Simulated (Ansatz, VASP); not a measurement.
One calculation of AlPt, two programs

POSCAR

```
AlPt
1.0
    3.0068030953      0.0000000000      0.0000000000
    0.0000000000      3.0068030953      0.0000000000
    0.0000000000      0.0000000000      3.0068030953
Al Pt
1 1
Direct
    0.0000000000      0.0000000000      0.0000000000
    0.5000000000      0.5000000000      0.5000000000
```

The input INCAR.step1:

```
SYSTEM = AlPt
PREC     = Accurate       ! precision mode
ENCUT    = 520            ! plane-wave cutoff, eV
ISMEAR   = 1              ! smearing method
SIGMA    = 0.05           ! smearing width, eV
LREAL    = .False.        ! projectors in reciprocal space
LASPH    = .True.         ! aspherical terms in the spheres
NELM     = 80             ! most SCF steps
NBANDS   = 14             ! bands
GGA      = PE             ! functional
ALGO     = Normal         ! electronic algorithm
EDIFF    = 1E-4           ! SCF threshold, eV
LWAVE    = .True.         ! write WAVECAR
LCHARG   = .False.        ! write CHGCAR
```

Contents of INCAR.step2:

```
SYSTEM = AlPt
PREC     = Accurate       ! precision mode
ENCUT    = 520            ! plane-wave cutoff, eV
EDIFF    = 1E-6           ! SCF threshold, eV
ISMEAR   = 1              ! smearing method
SIGMA    = 0.05           ! smearing width, eV
LREAL    = .False.        ! projectors in reciprocal space
LASPH    = .True.         ! aspherical terms in the spheres
NELM     = 80             ! most SCF steps
ALGO     = Normal         ! electronic algorithm
ISIF     = 2              ! what is computed and relaxed
LWAVE    = .False.        ! write WAVECAR
LCHARG   = .False.        ! write CHGCAR
METAGGA  = R2SCAN         ! meta-GGA
LMIXTAU  = .True.       
NBANDS   = 14             ! bands
ISTART   = 1
```

KPOINTS

```
Automatic mesh
0
Gamma
  11 11 11
  0 0 0
```

Input for Ansatz:

```yaml
crystal:
  lattice:
    - [3.0068030953415996, 0.0, 0.0]
    - [0.0, 3.0068030953415996, 0.0]
    - [0.0, 0.0, 3.0068030953415996]
  atoms:
    - { symbol: Al, position: [0.0, 0.0, 0.0] }
    - { symbol: Pt, position: [0.5, 0.5, 0.5] }
basis:
  ecutwfc: 612.25619053473
kpoints:
  mp_grid:
    grid: [11, 11, 11]
hamiltonian:
  xc: r2scan
  pseudopotentials:
    kind: paw
scf:
  occupations:
    method: cold
    width: 0.05
output:
  stress: true
```

Measurements of this composition are mostly on another form, of space group No. 198.

Alike in both runs: task single point; functional r2SCAN; k mesh 11 × 11 × 11; no spin polarisation.

|  | VASP | Ansatz |
| --- | --- | --- |
| version | VASP 6.6.1 | Ansatz 0.2.0 |
| potentials or method | VASP PAW PBE potentials, release 64 (Al, Pt) | plane waves, PAW |
| plane-wave cutoff (eV) | 520 | 612 |
| occupations | methfessel-paxton of order 1, width 0.05 eV | cold, width 0.05 eV |
| valence electrons in the cell | 13 | 21 |

Ansatz gave:

- pressure (GPa): 13.7

Task: What did VASP give for the same quantities?

Result: Pressure (GPa): 13.6.

The two sets of potentials don't hold the same shells in valence.

Caveats: the PAW data sets were made with another functional, which shifts forces and pressure a little (VASP). Spin-orbit coupling is left out, which matters for the levels of Pt.
